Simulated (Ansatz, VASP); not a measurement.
# Two plane-wave programs on GaP

```
CELL_PARAMETERS angstrom
1.94302 1.12180 6.43081
-1.94302 1.12180 6.43081
0.00000 -2.24360 6.43081
ATOMIC_POSITIONS crystal
Ga 0.43537 0.43537 0.43537
Ga 0.56463 0.56463 0.56463
P 0.05739 0.05739 0.05739
P 0.94261 0.94261 0.94261
```

Measurements of this composition are mostly on another form, of space group No. 216.

Alike in both runs: task single point; functional PBEsol; k mesh 6 × 6 × 6; occupations gaussian, width 0.1 eV; no spin polarisation.

|  | VASP | Ansatz |
| --- | --- | --- |
| version | VASP 6.6.1 | Ansatz 0.2.0 |
| potentials or method | VASP PAW PBE potentials, release 64 (Ga_d, P) | scalar-relativistic, plane waves, PAW |
| plane-wave cutoff (eV) | 520 | 420 |
| valence electrons in the cell | 36 | 36 |

VASP gave:

| Property | Result |
| --- | --- |
| gap on the k mesh at the Fermi level (eV) | 0.74 |
| least direct gap on the mesh (eV) | 1.02 |
| pressure (GPa) | -2.8 |
| largest component of the traceless stress (GPa) | 0.17 |
| rms of the force components (eV/Å) | 0.040 |

Question: What did Ansatz give for the same quantities?

Answer: gap on the k mesh at the Fermi level (eV): 0.73; least direct gap on the mesh (eV): 1.03; pressure (GPa): -2.8; largest component of the traceless stress (GPa): 0.18; rms of the force components (eV/Å): 0.045.

Atom by atom the forces differ by 0.006 eV/Å (rms over components).

Caveats: the PAW data sets were made with another functional, which shifts forces and pressure a little (VASP). A k mesh can miss the band edges. A hybrid or GW would open this gap; PBEsol tends to underestimate it.
